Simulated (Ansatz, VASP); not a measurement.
One calculation of Si, two programs

The input INCAR:

```
SYSTEM = Si
ALGO     = Normal         ! electronic algorithm
EDIFF    = 1E-7           ! SCF threshold, eV
ENCUT    = 520            ! plane-wave cutoff, eV
GGA      = PE             ! functional
ISIF     = 2              ! what is computed and relaxed
ISMEAR   = 0              ! smearing method
LASPH    = .TRUE.         ! aspherical terms in the spheres
LCHARG   = .FALSE.        ! write CHGCAR
LREAL    = .FALSE.        ! projectors in reciprocal space
LWAVE    = .FALSE.        ! write WAVECAR
NBANDS   = 11             ! bands
NELM     = 100            ! most SCF steps
PREC     = Accurate       ! precision mode
SIGMA    = 0.05           ! smearing width, eV
```

The input KPOINTS:

```
k-points
0
G
  12 12 12
  0 0 0
```

File POSCAR:

```
Si
1.0
    0.0000000000      2.7135600000      2.7135600000
    2.7135600000      0.0000000000      2.7135600000
    2.7135600000      2.7135600000      0.0000000000
Si
2
Direct
    0.2500000000      0.2500000000      0.2500000000
    0.0000000000      0.0000000000      0.0000000000
```

Input for Ansatz:

```yaml
crystal:
  lattice:
    - [0.0, 2.71356, 2.71356]
    - [2.71356, 0.0, 2.71356]
    - [2.71356, 2.71356, 0.0]
  atoms:
    - { symbol: Si, position: [0.25, 0.25, 0.25] }
    - { symbol: Si, position: [0.0, 0.0, 0.0] }
basis:
  ecutwfc: 420
kpoints:
  mp_grid: { grid: [12, 12, 12] }
hamiltonian:
  xc: pbe
scf:
  occupations: { method: gaussian, width: 0.05 }
output:
  forces: true
  eigenvalues: true
  eigenstates:
    nscf_kmesh: { grid: [34, 34, 34] }
    top_band: c6
    de_dk: true
    localisation: false
  stress: true
checkpoint:
  write: ck
  compress: false
  write_wavefunctions: false
  write_every: 100000
```

Alike in both runs: task single point; functional PBE; k mesh 12 × 12 × 12; occupations gaussian, width 0.05 eV; no spin polarisation.

|  | VASP | Ansatz |
| --- | --- | --- |
| version | VASP 6.6.1 | Ansatz 0.2.0 |
| potentials or method | VASP PAW PBE potentials, release 64 (Si) | scalar-relativistic, plane waves, PAW |
| plane-wave cutoff (eV) | 520 | 420 |
| valence electrons in the cell | 8 | 8 |

VASP gave:

| Quantity | Value |
| --- | --- |
| gap on the k mesh at the Fermi level (eV) | 0.57 |
| pressure (GPa) | 2.1 |

Q: Estimate Ansatz's values.

A: gap on the k mesh at the Fermi level (eV): 0.57; pressure (GPa): 2.2.

The functional is the same, so the differences come from potentials, cutoffs and numerics.

A k mesh can miss the band edges. As with any semilocal functional, this PBE gap is likely too small.
